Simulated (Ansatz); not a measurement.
## Ti interstitial in TiC

The calculation used DFT PBE, scalar-relativistic, plane waves, PAW in Ansatz 0.2.0. (420 eV cutoff, 6×6×6 k-mesh, shifted by half a step, Gaussian smearing of 0.10 eV, no spin polarisation)

Host crystal, relaxed:

```
Ti C
1.0
     0.00000    2.16639    2.16639
     2.16639    0.00000    2.16639
     2.16639    2.16639    0.00000
Ti C
1 1
Direct
  0.00000 0.00000 0.00000
  0.50000 0.50000 0.50000
```

Supercell of 8 atoms, rows in host cell vectors: -1 -1 1; -1 1 -1; 1 -1 -1. Atoms relax at the host's cell, keeping the symmetry that the supercell leaves at the site. The cell is small, so energies carry finite-size errors of tenths of an eV. The host is a metal. Atoms are taken from and returned to the elements' standard states.

Defect: Ti interstitial at (0.250, 0.250, 0.250) of the host cell.

What is the formation energy of the neutral defect?

10.06 eV.

Does the neutral defect carry a moment, and how do its surroundings relax?

The neutral run had no spin polarisation, so a moment wasn't tested. The nearest neighbours before are 4 Ti at 1.88 Å, 4 C at 1.88 Å; after relaxation the atoms near the site are 4 C at 1.89 Å, 4 Ti at 2.15 Å; the largest move is 0.28 Å.